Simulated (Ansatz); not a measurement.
## AlCo3: how the energy converges with the cutoff

AlCo3, Pm-3m, a = 3.575 Å. The structure is a Materials Project entry; whether it is the stable form wasn't checked. Ansatz: PBEsol, PAW, cutoff varied, Γ-centred 12×12×12 mesh on 4 atoms, Gaussian smearing 0.10 eV; collinear spin, largest moment 1.3 μB. Single points at one geometry, the cutoff alone changed; ΔE is the energy at zero smearing over the run at 850 eV (runs within 0.3 meV/atom of it are left out). The run at 150 eV ended in another magnetic state and is left out. The runs up to 380 eV lie under the cutoff recommended for these PAW datasets.

| cutoff (eV) | ΔE (meV/atom) |
| --- | --- |
| 200 | 16348.87 |
| 250 | 3237.20 |
| 300 | 433.88 |
| 350 | 42.31 |
| 380 | 9.22 |
| 420 | 2.76 |
| 460 | 1.83 |
| 520 | 0.99 |
| 600 | ? |

Q: Assume ΔE falls exponentially with the cutoff, fit y = ln ΔE against x, the cutoff in eV, to the other rows, and predict the missing value.

A: y = 9.702, 8.082, 6.073, 3.745, 2.221, 1.015, 0.604, -0.010. Means x = 360.0, y = 3.9290; Σ(Δx)² = 81000, ΣΔxΔy = -2679; the slope is their ratio. y = 15.84 − 0.03307 x, a factor of ten per 70 eV. At 600 eV this gives ΔE = 0.02 meV/atom. The run gave 0.59, a ratio of 0.03. Between neighbouring rows the decay runs from a factor of ten per 45 eV to one per 356 eV, so one exponential is only a rough guide. The fast fall gives way to a slow tail, so a fit to low cutoffs promises convergence too early.